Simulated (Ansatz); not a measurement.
What does this script print? It uses Ansatz 0.2.0 through its Python package.

The script reads `v3si.extxyz`:
```text
8
Lattice="4.732 0.0 0.0 0.0 4.732 0.0 0.0 0.0 4.732" Properties=species:S:1:pos:R:3:initial_magmoms:R:1 pbc="T T T"
V     1.18300000    0.00000000    2.36600000  2.00
V     2.36600000    3.54900000    0.00000000  2.00
V     3.54900000    0.00000000    2.36600000  2.00
V     2.36600000    1.18300000    0.00000000  2.00
V     0.00000000    2.36600000    3.54900000  2.00
V     0.00000000    2.36600000    1.18300000  2.00
Si    0.00000000    0.00000000    0.00000000  0.00
Si    2.36600000    2.36600000    2.36600000  0.00
```

`run_restart.py`
```python
# -*- coding: utf-8 -*-
'''Two stages for V3Si: converge the density, then read it back for bands.'''

import argparse
import logging
import sys
import warnings

import ansatz

logging.basicConfig(stream=sys.stdout, format='%(name)s: %(message)s')
logger = logging.getLogger('calc')
logger.setLevel(logging.INFO)


def main():
    warnings.simplefilter('ignore', ansatz.DeckWarning)

    structure = ansatz.Crystal.from_extxyz('v3si.extxyz')

    parser = argparse.ArgumentParser()
    parser.add_argument('stage', choices=['scf', 'bands'])
    stage = parser.parse_args().stage
    job = (
        structure.calculation()
        .functional('pbe')
        .kpoints(density=3.8)
        .occupations('Fermi-Dirac', width=100 * ansatz.meV)  # fractional filling near the Fermi level
        .spin(ansatz.SpinTreatment.COLLINEAR)
    )
    if stage == 'scf':
        data = job.checkpoint(write='state').run().report
        logger.info(f'F = {data["free_energy_ev"]:.5f} eV after {data["n_iterations"]} iterations, saved')
    else:
        points = {'G': (0.0, 0.0, 0.0), 'X': (0.0, 0.5, 0.0), 'M': (0.5, 0.5, 0.0), 'R': (0.5, 0.5, 0.5)}
        res = job.checkpoint(read='state', post_process_only=True).band_structure(list(points.values()), intervals=1).run()
        bands = res.band_structure()
        for label, levels in zip(points, bands.channels[0].eigenvalues_ev - bands.fermi_energy_ev):
            print(f'{label:3s}', ' '.join(f'{e:7.3f}' for e in levels if abs(e) < 6))


if __name__ == '__main__':
    main()
```

```console
$ python run_restart.py scf
RunWarning: the starting moments were not kept: the SCF closed with an absolute magnetisation of 6.0e-6 μB, where they sum to 12 μB in size (6 sites). That is at most 0.1 of that sum. Measured as [...]
calc: F = -18749.99120 eV after 11 iterations, saved
```
(Warnings from the package without file and line, shortened.)

```console
$ python run_restart.py bands
G    -3.604  -3.604  -3.604  -3.070  -3.070  -3.070  -2.576  -2.576  -1.896  -1.896  -1.896  -1.785  -0.913  -0.604  -0.604  -0.604  -0.042  -0.042   1.937   1.937   1.937   2.568   2.568   2.753   2.753   2.760   2.760   2.760   2.815   2.815   2.815   3.768   3.846
X    -4.441  -4.441  -3.557  -3.557  -2.702  -2.702  -1.598  -1.598  -1.589  -1.589  -0.983  -0.983  -0.807  -0.807  -0.684  -0.684  -0.478  -0.478   1.188   1.188   1.798   1.798   2.124   2.124   2.196   2.196   2.677   2.677   2.840   2.840   3.048   3.048   3.344
M    -5.365  -5.129  -2.728  -2.728  -2.654  -2.360  -2.360  -2.182  -2.062  -1.535  -1.411  -0.741  -0.106  -0.106  -0.049   0.345   0.345   0.410   0.410   0.453   0.659   0.983   1.002   1.242   1.788   1.861   1.861   2.429   2.673   2.803   2.803   3.162   3.364
R    -3.854  -3.854  -3.854  -3.854  -3.854  -3.854  -1.152  -1.152  -1.152  -1.152  -1.152  -1.152  -0.059  -0.059  -0.059  -0.059   0.021   0.021   0.021   0.021   0.021   0.021   1.989   1.989   1.989   1.989   1.989   1.989   2.639   2.639   2.639   2.639   2.639
```

Reading the output:
- Total energies depend on the potentials; only differences at equal settings carry meaning. A total without «per atom» is that of the cell as typed.
- The SCF didn't keep the moments it started from (some shrank, vanished or turned); what is printed is the state reached.
- The computed bands are complete only to about 2.6 eV above the Fermi level.
- The bands listed are those of the first spin channel.
- The starting cell is as deposited in a crystallographic database; the results hold for this polymorph, which needn't be the stable one.
- Levels are Kohn-Sham eigenvalues on this mesh.
- The script silences the warnings on its input, which a real study should read.
- Finished in 34 s on 1 thread of Arm Neoverse V1, with other jobs on the host, peak memory 0.56 GiB.

(A comment or docstring line of the script was reworded after the run, the code is as it ran; lines on the test bed's own set-up are left out of the output.)
